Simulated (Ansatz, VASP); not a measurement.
**Two plane-wave programs on BP**

POSCAR

```
BP
1.0
    0.0000000000      2.3589974868      2.2682668142
    2.2682668142      0.0000000000      2.2682668142
    2.2682668142      2.3589974868      0.0000000000
B P
1 1
Direct
    0.0000000000      0.0000000000      0.0000000000
    0.7500000000      0.7500000000      0.7500000000
```

Contents of INCAR.step1:

```
PREC = Accurate
ENCUT = 520
ISMEAR = 0
SIGMA = 0.05
LREAL = False
LASPH = True
NELM = 100
NBANDS = 11
GGA = PE
ALGO = Normal
EDIFF = 1E-4
LWAVE = True
LCHARG = False
```

INCAR.step2

```
PREC = Accurate
ENCUT = 520
EDIFF = 1E-6
ISMEAR = 0
SIGMA = 0.05
LREAL = False
LASPH = True
NELM = 100
ALGO = Normal
ISIF = 2
LWAVE = False
LCHARG = True
METAGGA = R2SCAN
LMIXTAU = True
LELF = True
LVHAR = True
NBANDS = 11
ISTART = 1
```

Contents of KPOINTS:

```
regular mesh
0
Gamma
  10 10 10
```

Input for Ansatz:

```yaml
crystal:
  lattice:
    - [0.0, 2.3589974868, 2.2682668142]
    - [2.2682668142, 0.0, 2.2682668142]
    - [2.2682668142, 2.3589974868, 0.0]
  atoms:
    - { symbol: B, position: [0.0, 0.0, 0.0] }
    - { symbol: P, position: [0.75, 0.75, 0.75] }
basis:
  ecutwfc: 500
kpoints:
  mp_grid: { grid: [10, 10, 10] }
hamiltonian:
  xc: r2scan
scf:
  occupations: { method: gaussian, width: 0.05 }
output:
  forces: true
  stress: true
  eigenvalues: true
```

Change from the starting cell: strain +0.0400 x Voigt [0, 1, 0, 0, 0, 0], atoms carried along.

Alike in both runs: task single point; functional r2SCAN; k mesh 10 × 10 × 10; occupations gaussian, width 0.05 eV; no spin polarisation.

|  | VASP | Ansatz |
| --- | --- | --- |
| version | VASP 6.6.1 | Ansatz 0.2.0 |
| potentials or method | VASP PAW PBE potentials, release 64 (B, P) | scalar-relativistic, plane waves, PAW |
| plane-wave cutoff (eV) | 520 | 500 |
| valence electrons in the cell | 8 | 8 |

Ansatz gave:

```
gap on the k mesh at the Fermi level (eV)       : 1.16
least direct gap on the mesh (eV)               : 3.34
pressure (GPa)                                  : -6.2
largest component of the traceless stress (GPa) : 7.63
```

Problem. What did VASP give for the same quantities?

Solution. gap on the k mesh at the Fermi level (eV): 1.19; least direct gap on the mesh (eV): 3.37; pressure (GPa): -6.6; largest component of the traceless stress (GPa): 7.66.

Caveats: the PAW data sets were made with another functional, which shifts forces and pressure a little (VASP). A k mesh can miss the band edges.
